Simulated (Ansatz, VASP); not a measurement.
Ta in VASP and in Ansatz

```
CELL_PARAMETERS angstrom
2.74222 0.00000 0.00000
0.00000 2.74222 0.00000
0.00000 0.00000 2.74222
ATOMIC_POSITIONS crystal
Ta 0.00000 0.00000 0.00000
```

Alike in both runs: functional PBE; k mesh 12 × 12 × 12; occupations fermi-dirac, width 0.1 eV; no spin polarisation.

Ansatz relaxed the structure, and its values are those at the end. VASP's run is a single point on that final structure, the one shown.

```csv
,VASP,Ansatz
version,VASP 6.6.1,Ansatz 0.2.0
potentials or method,"VASP PAW PBE potentials, release 64 (Ta_pv)","plane waves (420 eV) with PAW, scalar-relativistic"
plane-wave cutoff (eV),520,420
valence electrons in the cell,11,13
```

```tsv
	VASP	Ansatz	Ansatz less VASP
pressure (GPa)	0.1	0.0	-0.09
```

The two sets of potentials don't hold the same shells in valence.

The runs have no spin-orbit coupling, so splittings on Ta are missing.
